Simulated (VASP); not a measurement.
ZnO, 20 atoms in the cell. The cell holds a slab with vacuum, 20 atoms: a = 3.249 Å, b = 5.206 Å, c = 28.194 Å, α = 90.00°, β = 90.00°, γ = 90.00°. 

* Program: VASP 6.6.1
* Task: work function
* Functional: PBEsol
* Potentials or basis: VASP PAW PBE potentials, release 64 (Zn, O)
* Cutoff: 520 eV
* k mesh: 8 × 6 × 1
* Occupations: gaussian, width 0.05 eV
* Spin: no spin polarisation
* Dipole correction: yes
* Further INCAR settings: ALGO = Fast; EDIFF = 1e-06

Potentials or basis: VASP PAW PBE potentials, release 64 (Zn, O).

Launch:

```bash
$ cat potpaw_PBE.64/Zn/POTCAR potpaw_PBE.64/O/POTCAR > POTCAR
$ mpirun -np 8 vasp_std > vasp.out
```

Hardware: 8 MPI ranks on Intel(R) Xeon(R) Platinum 8488C (Sapphire Rapids), on a shared host.

Problem. How long does it take, and how much memory?

Solution. Run time: 7.2 min on 8 MPI ranks on Intel(R) Xeon(R) Platinum 8488C (Sapphire Rapids) (shared host), peak memory 0.94 GiB a rank. Counts: scf iterations 27, k points 20.
